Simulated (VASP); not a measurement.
The system is Ga.

```
Ga
1.0
    -1.38440    1.38440    2.31122
     1.38440   -1.38440    2.31122
     1.38440    1.38440   -2.31122
Ga
1
Direct
  0.00000 0.00000 0.00000
```

This isn't the form of Ga at room conditions, which is orthorhombic.

| Item | Value |
| --- | --- |
| Program | VASP 6.6.1 |
| Task | single point |
| Functional | PBE |
| Potentials or basis | VASP PAW PBE potentials, release 64 (Ga_d) |
| Cutoff | 520 eV |
| k mesh | 13 × 13 × 13 |
| Occupations | fermi-dirac, width 0.05 eV |
| Spin | no spin polarisation |

On this cell: pressure 3.6 GPa; band gap on the k mesh none (metal or under the smearing width).

The same run follows on a disturbed copy (cell strained at random at fixed volume):

```
Ga
1.0
    -1.34574    1.36748    2.27974
     1.38532   -1.38141    2.31180
     1.38426    1.41993   -2.28809
Ga
1
Direct
  0.00017 0.01188 0.01187
```

Task: What changes?

Result: The energy (extrapolated to zero smearing) moves by +0.2 meV/atom; pressure 3.8 GPa; band gap on the k mesh none (metal or under the smearing width).

Stress tensor (GPa, compression positive):
```
 4.10  0.16 -0.04
 0.16  3.92 -0.13
-0.04 -0.13  3.27
```
